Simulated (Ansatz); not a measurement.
**SnSe: response to strain**

Aim: deform SnSe (equal xx and yy strain of +2 %) and compute stress, forces and field gradients with LAPW, PAW and all-electron datasets made for the crystal.

Computed with Ansatz 0.2.0 (DFT PBE, scalar-relativistic, unless a step's input says otherwise).

### 1 The starting structure

The structure is cubic, space group Fm-3m (No. 225). The conventional cell has a = 6.020 Å, b = 6.020 Å, c = 6.020 Å, α = 90.00°, β = 90.00°, γ = 90.00°. Sn (site symmetry m-3m) is surrounded by 6 Se at 3.01 Å. Se (site symmetry m-3m) has 6 Sn at 3.01 Å as nearest neighbours.

Structure file:

```
Sn Se
1.0
     0.00000    3.01000    3.01000
     3.01000    0.00000    3.01000
     3.01000    3.01000    0.00000
Sn Se
1 1
Direct
  0.00000 0.00000 0.00000
  0.50000 0.50000 0.50000
```

Atoms are numbered in the order of the input: Sn1, Se2.

### 2 After the deformation

Space group Fm-3m before, I4/mmm after.

### 3 LAPW, all electrons

input.yaml

```yaml
crystal:
  lattice:
    - [0.0, 3.0702, 3.01]
    - [3.0702, 0.0, 3.01]
    - [3.0702, 3.0702, 0.0]
  atoms:
    - { symbol: Sn, position: [0.0, 0.0, 0.0] }
    - { symbol: Se, position: [0.5, 0.5, 0.5] }
kpoints:
  mp_grid: { grid: [9, 9, 9] }
  band_path:
    path:
      - [0.0, 0.0, 0.0]
      - [0.0, 0.5, 0.5]
      - [0.25, 0.75, 0.5]
      - [0.0, 0.5, 0.0]
      - [0.0, 0.0, 0.0]
      - [0.5, 0.5, 0.0]
      - [0.38005, 0.61995, 0.0]
      - [-0.38005, 0.38005, 0.0]
      - [0.0, 0.0, 0.0]
    npoints: 5
scf:
  occupations: { method: fermi_dirac, width: 0.02 }
hamiltonian:
  xc: pbe
  pseudopotentials: { kind: all_electron, lapw: { basis_error: 0.00025 } }
output:
  forces: true
  stress: true
  eigenvalues: true
```

Command:

```bash
> ansatz run input.yaml --threads 1 --pin off --max-ram 3072MiB --backend cpu --events-out ev --progress --plain --runs-dir out
```

Output, shortened:

```text
LAPW: plane waves up to 7.670 Å⁻¹, error target 2.5e-4 eV per atom; small_component_spin mean_spin; Se in spheres of 1.441 Å, 24 of its electrons in bands, Dirac shells []; Sn in spheres of 1.569 Å, 22 of its electrons in bands, Dirac shells []
[...]
Pseudopotentials: kind: all_electron
Pseudopotential: Sn, LAPW, valence charge 22, Koelling and Harmon's equation, gaussian nucleus
Pseudopotential: Se, LAPW, valence charge 24, Koelling and Harmon's equation, gaussian nucleus
Functional definition: PBE
[...]
Crystal: 2 atoms, lattice volume = 56.745 Å³
Basis set: ecut = 224.15174428799492 eV, 427 PW (Γ), exchange–correlation at level 2
Bands: 28, of which v1, the nominal top of the filled ones, is band 23 counted from 1 (22 counted from 0)
Symmetry: 16 space group operations
Space group: I4/mmm (ITA 139), of the structure as read, at distance tolerance 3.8e-5 Å
k-points: 75 of 729
[...]
SCF iter   1: F=—  HF=-234216.173228 eV  |F-HF|=—  |Δ(HF+E_count)|=         —  Δρ=2.22e-2  dr2=6.66e-1  ethr=1.45e-3  ⟨swp⟩=2.1  Hψ=13224  notcnv=0
[...]
the basis was enlarged: its passes take 57.1 KiB over the memory plan, 1 of 1 planned eigensolver slots
[...]
SCF iter   7: F=-234215.962370 eV  HF=-234215.962370 eV  |F-HF|=8.09e-9  |Δ(HF+E_count)|=   6.79e-7  Δρ=6.27e-6  dr2=4.02e-8  ethr=4.55e-10  ⟨swp⟩=2.8  Hψ=6332  notcnv=0
[...]
NSCF: frozen V_eff on 41 k-points
SCF converged after 7 iterations
Free energy (F): -234215.962370 eV
[...]
E sigma→0 (E₀):  -234215.962370 eV
Fermi energy:    10.396360 eV
[...]
--- Forces (eV/Å), atoms counted from 1 ---
  atom   1  Sn    -0.00000000     0.00000000    -0.00000000
  atom   2  Se    -0.00000000     0.00000000    -0.00000000
[...]
--- Stress (GPa, compression-positive) ---
       -1.548254       0.000000       0.000000
        0.000000      -1.548254       0.000000
        0.000000       0.000000       0.543365
  P = ⅓ Tr σ = -0.8510 GPa (-8.510 kbar)
--- Band table (eV; the first three rows and the last of 75) ---
[...]
```

Wall time 12 s (1 thread of Intel Xeon 6975P-C (Granite Rapids), shared host); peak memory 0.49 GiB.

In short: pressure -0.85 GPa; gap 0.41 eV.

### 4 Frozen-core PAW

input.yaml

```yaml
crystal:
  lattice:
    - [0.0, 3.0702, 3.01]
    - [3.0702, 0.0, 3.01]
    - [3.0702, 3.0702, 0.0]
  atoms:
    - { symbol: Sn, position: [0.0, 0.0, 0.0] }
    - { symbol: Se, position: [0.5, 0.5, 0.5] }
kpoints:
  mp_grid: { grid: [9, 9, 9] }
scf:
  occupations: { method: fermi_dirac, width: 0.02 }
hamiltonian:
  xc: pbe
  pseudopotentials: { kind: paw }
output:
  forces: true
  stress: true
  eigenvalues: true
  efg: { contact_densities: true }
```

Command:

```bash
> ansatz run input.yaml --threads 1 --pin off --max-ram 3072MiB --backend cpu --events-out ev --progress --plain --runs-dir out
```

Output, shortened:

```text
Sn: output.efg is read without spin–orbit coupling, which moves field gradients at and beside such atoms by some per cent and up to a factor of two; PAW files take it under magnetization.noncollinear and magnetization.spin_orbit
[...]
Pseudopotentials: kind: paw
Pseudopotential: Sn, paw, valence charge 14, recommended cutoff 420 eV (normal)
Pseudopotential: Se, paw, valence charge 16, recommended cutoff 420 eV (normal)
[... 1 set-up line as earlier in the session ...]
[...]
Crystal: 2 atoms, lattice volume = 56.745 Å³
Basis set: ecut = 420 eV, 1099 PW (Γ), exchange–correlation on 60×60×60 points (8 copies of the dense FFT grid, shifted against one another)
Bands: 19, of which v1, the nominal top of the filled ones, is band 15 counted from 1 (14 counted from 0)
[... 2 set-up lines as earlier in the session ...]
k-points: 75 of 729
[...]
  atom   1  Sn    -0.00000000    -0.00000000     0.00000000
  atom   2  Se     0.00000000     0.00000000     0.00000000
[...]
--- Stress (GPa, compression-positive) ---
       -1.543780       0.000000       0.000000
        0.000000      -1.543780       0.000000
        0.000000       0.000000       0.549162
  P = ⅓ Tr σ = -0.8461 GPa (-8.461 kbar)
--- PAW observables at the nuclei: V_zz in 10²¹ V/m², potentials from the cell's mean, atoms counted from 1 ---
  atom   1  Sn V_zz =    -2.805862   η = 0.0000   by run symmetry: allowed
            electrostatic potential = -8170.794361 V   contact ρ = 1236488.512206 e/Å³
  atom   2  Se V_zz =    -0.190750   η = 0.0000   by run symmetry: allowed
            electrostatic potential = -4710.943546 V   contact ρ = 262889.303150 e/Å³
--- Band table (eV; the first three rows and the last of 75) ---
  k-point 0: bands = ["-39.0498", "-39.0480", "-39.0479", "-39.0479", "-39.0467", "-13.1114", "-13.1078", "-13.1051", "-13.1051", "-13.0987", "-5.0897", "3.3285", "6.3136", "6.5029", "6.5029", "12.5364", "12.5364", "12.9929", "14.3887"]
[...]
```

Run time: 3 s. Hardware: 1 thread of Intel Xeon 6975P-C (Granite Rapids), shared host; peak memory 0.47 GiB.

This run gives: pressure -0.85 GPa; gap on the k mesh 0.65 eV (an odd mesh misses the zone boundary); Vzz Sn1 -2.81 (η = 0.00), Se2 -0.19 (η = 0.00) (10²¹ V/m²).

### 5 Datasets made for this crystal

input.yaml: that of step 4 with these lines changed.

```diff
@@ -14,3 +14,3 @@
   xc: pbe
-  pseudopotentials: { kind: paw }
+  pseudopotentials: { kind: all_electron, datasets: crystal }
 output:
```

Command:

```bash
> ansatz run input.yaml --threads 1 --pin off --max-ram 3072MiB --backend cpu --events-out ev --progress --plain --runs-dir out
```

Output, shortened:

```text
[...]
Sn: output.efg is read without spin–orbit coupling, which moves field gradients at and beside such atoms by some per cent and up to a factor of two; PAW files take it under magnetization.noncollinear and magnetization.spin_orbit
[...]
[... 1 set-up line as earlier in the session ...]
Pseudopotential: Sn, paw, valence charge 14, recommended cutoff 240 eV (normal), Koelling and Harmon's equation, gaussian nucleus
Pseudopotential: Se, paw, valence charge 6, recommended cutoff 240 eV (normal), Koelling and Harmon's equation, gaussian nucleus
[... 1 set-up line as earlier in the session ...]
[...]
Crystal: 2 atoms, lattice volume = 56.745 Å³
Basis set: ecut = 240 eV, 515 PW (Γ), exchange–correlation on 48×48×48 points (8 copies of the dense FFT grid, shifted against one another)
Bands: 14, of which v1, the nominal top of the filled ones, is band 10 counted from 1 (9 counted from 0)
[... 1 set-up line as earlier in the session ...]
[...]
--- Forces (eV/Å), atoms counted from 1 ---
  atom   1  Sn    -0.00000000    -0.00000000     0.00000000
  atom   2  Se     0.00000000     0.00000000    -0.00000000
[...]
--- Stress (GPa, compression-positive) ---
       -1.549115       0.000000       0.000000
        0.000000      -1.549115       0.000000
        0.000000       0.000000       0.542602
  P = ⅓ Tr σ = -0.8519 GPa (-8.519 kbar)
--- PAW observables at the nuclei: V_zz in 10²¹ V/m², potentials from the cell's mean, atoms counted from 1 ---
  atom   1  Sn V_zz =    -2.869057   η = 0.0000   by run symmetry: allowed
            electrostatic potential = -8170.755981 V   contact ρ = 1236400.599096 e/Å³
  atom   2  Se V_zz =    -0.178459   η = 0.0000   by run symmetry: allowed
            electrostatic potential = -4710.916028 V   contact ρ = 262959.747274 e/Å³
--- Band table (eV; the first three rows and the last of 75) ---
  k-point 0: bands = ["-11.4566", "-11.4531", "-11.4515", "-11.4515", "-11.4456", "-3.4334", "4.9857", "7.9698", "8.1592", "8.1592", "14.1934", "14.1934"]
[...]
```

Wall time 4.6 s (1 thread of Intel Xeon 6975P-C (Granite Rapids), shared host); peak memory 0.47 GiB.

In short: pressure -0.85 GPa; gap on the k mesh 0.65 eV (an odd mesh misses the zone boundary); Vzz Sn1 -2.87 (η = 0.00), Se2 -0.18 (η = 0.00) (10²¹ V/m²).

### 6 Stress and forces compared

Stress (GPa, compression positive):

```csv
method,xx,yy,zz,yz,xz,xy
LAPW,-1.55,-1.55,0.54,0.00,0.00,0.00
PAW,-1.54,-1.54,0.55,0.00,0.00,0.00
crystal datasets,-1.55,-1.55,0.54,0.00,0.00,0.00
```

```
          method  pressure (GPa)  gap on the k mesh (eV)  Vzz Sn1 (10²¹ V/m²)  Vzz Se2 (10²¹ V/m²)  SCF cycles, all passes
            LAPW           -0.85                    0.65                    –                    –                       7
             PAW           -0.85                    0.65                -2.81                -0.19                       6
crystal datasets           -0.85                    0.65                -2.87                -0.18                       8
```

### 7 Results

```
                                 quantity                                              value
                                 pressure  LAPW -0.85, PAW -0.85, crystal datasets -0.85 GPa
largest shear or deviatoric stress (LAPW)                                           1.39 GPa
```

**Reading.** The largest part of the stress beyond the pressure is 1.39 GPa in size, in the zz component; the atoms are carried along and not relaxed. No run of the undeformed cell stands beside it, so the pressure holds what the given cell had before the change. PAW: stress within 0.01 GPa of LAPW. Crystal datasets: stress within 0.01 GPa of LAPW.
